## Platinum diselenide under an imaginary squeeze

Breaking a chemical bond costs electronvolts, while the volume changes below cost a few thousandths of an electronvolt per atom. PtSe₂ is built from sheets, each a layer of platinum between two layers of selenium, and the sheets are stacked along the c axis. The question is what that stacking does to the band gap. In the table a negative pressure means that the cell is held stretched.

PtSe₂ in the CdI₂ structure (P-3m1), computed with Ansatz 0.2.0 using r2SCAN, scalar-relativistic plane-wave PAW, no spin polarisation, a 500 eV cutoff and a 12×12×6 k mesh. Cell shape and atoms are relaxed at each fixed volume. Energies count from the minimum of a third-order Birch-Murnaghan fit, and pressures come from the calculated stress.

| volume per atom (Å³/atom) | energy over minimum (meV/atom) | pressure (GPa) | band gap on mesh (eV) |
| --- | --- | --- | --- |
| 21.812 | 3.8 | 0.97 | 0.170 |
| 22.508 | 0.9 | 0.42 | 0.395 |
| 23.204 | 0.0 | 0.01 | 0.578 |
| 23.901 | 0.5 | -0.32 | 0.724 |
| 24.597 | 1.9 | -0.47 | 0.861 |

### 1. What stretches when the cell grows?

Almost only the distance from one sheet to the next. Over the scan the volume grows by 13 %, and so does the layer repeat c, while the in-plane edge a shrinks by about 0.1 %. The cell was free to choose its shape at each volume, so this is its own preference.

The reason is the contrast between two kinds of contact. In the middle row the Pt–Se bond measures 2.52 Å, whereas selenium atoms facing each other across the space between sheets are 3.8 Å apart, roughly the distance at which unbonded selenium atoms touch. The weak contact yields, while the strong bond is expected to change very little. The table is therefore best read as a scan of layer spacing.

### 2. Why does a squeeze cost more than an equal stretch?

A 6 % squeeze costs 3.8 meV per atom and a 6 % stretch 1.9 meV. A small part of the difference arises because the fitted minimum lies slightly above the middle volume, from which both changes are counted. The rest has a physical cause. Closed electron shells repel each other with a force that rises steeply as they approach and fades quickly as they part, so the stack stiffens when pressed and softens when pulled.

The curvature of the energy shows this directly. It corresponds to a bulk modulus of about 15 GPa at 22.508 Å³ per atom, 11 GPa at the middle volume and 7 GPa at 23.901 Å³. Solids held together by bonds in all directions commonly reach 100 GPa. The Birch-Murnaghan curve, fitted to all five volumes, carries an unusually large pressure derivative for the same reason: it describes the contact between sheets, not the Pt–Se bond.

### 3. Why does the gap open as the sheets part, and ever more slowly?

The figure to remember is 1 eV of gap per ångström of layer spacing. The gap grows in every row, but the rate falls from 1.2 eV/Å at the tight end to 0.8 eV/Å at the wide end.

Standard bonding theory supplies the cause. Selenium p orbitals point into the space between the sheets and overlap with those of the next sheet. Overlap splits levels into lower and higher combinations, and in a stack the split levels spread into bands. The top of the filled band is expected to move up and the bottom of the empty band down, so the gap between them narrows. Since orbitals decay roughly exponentially with distance, each further step apart removes less overlap than the one before.

Not every level feels this equally. In the two tightest rows the top of the filled band and the bottom of the empty band lie at different electron wavevectors. Between these rows the gap in the table grows by 0.225 eV, but the smallest gap at a single wavevector grows by only 0.09 eV. Levels whose orbitals point across the space are expected to move more than those lying within a sheet.

The numbers show that the gap follows the spacing while a stays put. They don't show the orbitals themselves, and the exact Pt–Se distance is known here only for the middle row. A contribution from changes inside the sheet remains possible, and its size is not known from these data.

### 4. What would happen with tellurium or sulfur in place of selenium?

The same picture gives the direction. Tellurium p orbitals reach further, so neighbouring sheets couple more strongly. They also lie higher in energy, which raises the filled band edge. Both effects should shrink the gap or close it. Sulfur orbitals are more compact, which favours a wider gap. This agrees with the known chemistry of the family, in which PtTe₂ conducts like a metal and PtS₂ is a semiconductor, although the table itself holds only the selenide.

### 5. Which band edge moves?

The raw band energies of these runs seem to answer this: over the scan the filled edge falls by 2.55 eV and the empty edge by 1.86 eV. Yet the argument above has the empty edge rising as the sheets part.

The conflict is only apparent. An infinite crystal has no outside from which to measure energy, so the zero shifts whenever the volume changes, and both edges shift with it. Only their difference is free of this: 2.55 − 1.86 = 0.69 eV, which is the rise of the gap. Sharing it out between the two edges would take a common reference, such as a deep core level or the vacuum above a slab.

### 6. Is 0.58 eV the gap of a real PtSe₂ crystal?

No, because the calculated crystal is too loose. Its layer repeat at the middle volume is 5.8 Å, against a measured value of roughly 5.1 Å (a recalled figure). Even the tightest row is still about 7 % too long.

The likely culprit is a missing attraction. Dispersion, the mutual attraction of fluctuating charges, does much to hold such sheets together, and r2SCAN without a dispersion term lacks its long-range part. With the sheets themselves unchanged, the measured repeat would put facing selenium atoms about 3.3 Å apart, closer than mere touching, so some bonding between the sheets is expected as well. Heat and zero-point motion are also left out, but they normally push layers apart and would make the disagreement worse. Nor is numerical error in the pressure large enough: stresses and energy slopes agree to better than 0.1 GPa, while the tightest cell already pushes back with 1 GPa. Adding a dispersion term should therefore shorten c and, by the argument of question 3, reduce the gap.

### 7. How much closer must the sheets come before the gap closes?

Over a short distance the gap can be taken to follow a straight line in c. The tightest row offers a test. Continuing the slope between the second and third rows, 1.03 eV/Å, over the last 0.183 Å predicts

0.395 − 1.03 × 0.183 ≈ 0.21 eV.

The calculation gives 0.17 eV. The straight line closes the gap too slowly, as it must when overlap grows faster at short range.

Now the step beyond the table, with the steepest slope found in it:

0.170 eV ÷ 1.23 eV/Å ≈ 0.14 Å, so c ≈ 5.455 − 0.14 ≈ 5.3 Å.

If the slope goes on steepening, closure comes sooner still. The measured spacing lies below this value, which fits the known fact that bulk PtSe₂ is a semimetal, with filled and empty bands overlapping slightly. This is an extrapolation outside the scan, and it supports the picture without proving it.

The practical consequence is direct. A calculation that uses the relaxed cell of this table would treat bulk PtSe₂ as a semiconductor with a gap of more than half an electronvolt. The layer spacing has to be right before the gap is worth computing.

### 8. Which digits can be trusted?

For the gap, the trend and the rough size of the slope are fairly safe within this calculation, but the third decimal is not a physical statement, and the second is not secure either. The gap is taken from a grid of electron wavevectors, and the true band edges may lie between the grid points, so each value is an upper bound for this level of theory, and a crossing of filled and empty bands between the points could go unseen. In the two tightest rows the bottom of the empty band falls on a grid point that is not a high-symmetry point, and with only six points along c a miss of some hundredths of an electronvolt would not be surprising. The smallest gap is the most exposed. Spin-orbit coupling, which is sizeable for platinum and noticeable for selenium, is missing and could shift all five values. Functionals of this kind also tend to give gaps that are too small, and that error alone would make the real gap close at a shorter spacing than question 7 estimates.

The pressures need more care on the stretched side. Pressure is the negative slope of energy against volume, so the two can be compared, as the printed output below does interval by interval. Between the two largest volumes the stresses average −0.40 GPa, but the energies give −0.32 GPa. That the pressure steps shrink on stretching is real, since the energies show the same softening. The sudden drop at the end, from a step of 0.33 GPa to one of 0.15 GPa, should not be read closely. The mismatch is −0.04 GPa in the first stretched interval and −0.07 GPa in the second, which is the pattern expected if the middle row is nearly right and both stretched rows read about 0.07 GPa too negative. In that case the 0.33 GPa step is too large and the last step is about right.

Printed output of the fit:

```
Gap and layer repeat:
     row  c in Å  a in Å  gap rise from row before in eV  gap rise per Å of c in eV/Å
  21.812   5.455   3.722                             n/a                          n/a
  22.508   5.638   3.719                           0.225                         1.23
  23.204   5.816   3.718                           0.183                        1.028
  23.901   5.989   3.718                           0.146                       0.8439
  24.597   6.168   3.717                           0.137                       0.7654
Pressure between this row and the one before and stiffness centred on the row before:
     row  from energy slope in GPa  mean of stresses in GPa  difference in GPa  bulk modulus in GPa
  22.508                    0.6699                    0.695            0.02512                  n/a
  23.204                    0.2049                    0.215            0.01012                15.04
  23.901                   -0.1172                   -0.155           -0.03777                10.72
  24.597                   -0.3223                   -0.395           -0.07272                7.041
Growth of volume over the scan in %: 12.77
Growth of c over the scan in %: 13.07
Shrinkage of a over the scan in %: 0.1343
Rise of the gap over the scan in eV: 0.691
Largest gap over smallest gap: 5.065
Energy cost of 6 % squeeze over that of 6 % stretch: 2
Gap change per GPa from middle row to tightest row in eV/GPa: -0.425
Height between facing Se sheets in middle row in Å: 3.176
Se-Se distance across that space in middle row in Å: 3.833
Same Se-Se distance if c were 5.1 Å with the layer unchanged in Å: 3.265
Relaxed c above rough measured c in %: 14.04
Tightest c above rough measured c in %: 6.961
Further shortening of c that closes the gap at the steepest slope in Å: 0.1383
c at that closure in Å: 5.317
Rise of direct gap between the two tightest rows in eV: 0.09405
Fall of raw valence edge over the scan in eV: 2.553
Fall of raw conduction edge over the scan in eV: 1.862
```
